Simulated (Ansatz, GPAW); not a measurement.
**One calculation of W, 3 ways**

```
W
1.0
     0.00000    2.03000    2.03000
     2.03000    0.00000    2.03000
     2.03000    2.03000    0.00000
W
1
Direct
  0.00000 0.00000 0.00000
```

This isn't the form of W at room conditions, which is bcc.

Alike in all runs: task single point; functional PBEsol; k mesh 11 × 11 × 11; occupations gaussian, width 0.02 eV; no spin polarisation; no spin-orbit coupling. Pressure is positive in compression and, in plane waves, holds the error of the finite cutoff, which Ansatz's Pulay term estimates and takes out.

| program and potentials | plane-wave cutoff (eV) | notes | pressure (GPa) |
| --- | --- | --- | --- |
| Ansatz, Ansatz PAW | 420 | potentials made for PBE, which Ansatz adapts in part; Pulay term of +0.05 GPa included | -12.83 |
| Ansatz, all-electron LAPW, scalar-relativistic | - | - | -12.72 |
| GPAW, PAW data sets generated for this functional | 600 | - | -13.16 |

The pressure spans -13.16 (GPAW, PAW data sets generated for this functional) to -12.72 GPa (Ansatz, all-electron LAPW, scalar-relativistic), with all-electron results at -12.72. The cell lies far from this level's equilibrium.

Differences between rows come from potentials, basis sets and numerical settings, since the functional is the same but for its coding. Runs on potential files found faulty are left out.
